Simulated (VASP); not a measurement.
Bi2Te2Se:

```
CELL_PARAMETERS angstrom
2.16097 1.24764 10.58557
-2.16097 1.24764 10.58557
0.00000 -2.49527 10.58557
ATOMIC_POSITIONS crystal
Bi 0.39172 0.39172 0.39172
Bi 0.60828 0.60828 0.60828
Te 0.78040 0.78040 0.78040
Te 0.21960 0.21960 0.21960
Se 0.00000 0.00000 0.00000
```

The cell is a database's computed one.

Base run:

- Program: VASP 6.6.1
- Functional: PBEsol
- Potentials or basis: VASP PAW PBE potentials, release 64 (Bi_d, Te, Se)
- Cutoff: 520 eV
- k mesh: 8 × 8 × 8
- Occupations: gaussian, width 0.02 eV
- Spin: no spin polarisation

Its results: band gap on the k mesh 0.39 eV, direct; pressure -1.4 GPa; largest force 0.059 eV/Å.

The run is repeated on the same cell with these changes: functional from PBEsol to LDA; potentials or basis from VASP PAW PBE potentials, release 64 (Bi_d, Te, Se) to VASP PAW LDA potentials, release 64 (Bi_d, Te, Se). What comes out?

Band gap on the k mesh 0.35 eV, direct; pressure -2.5 GPa; largest force 0.104 eV/Å.

Caveats: spin-orbit coupling is left out, which as a rule narrows the gap of such compounds by several tenths of an eV; the PAW data sets were made with another functional, which shifts forces and pressure a little (some runs).
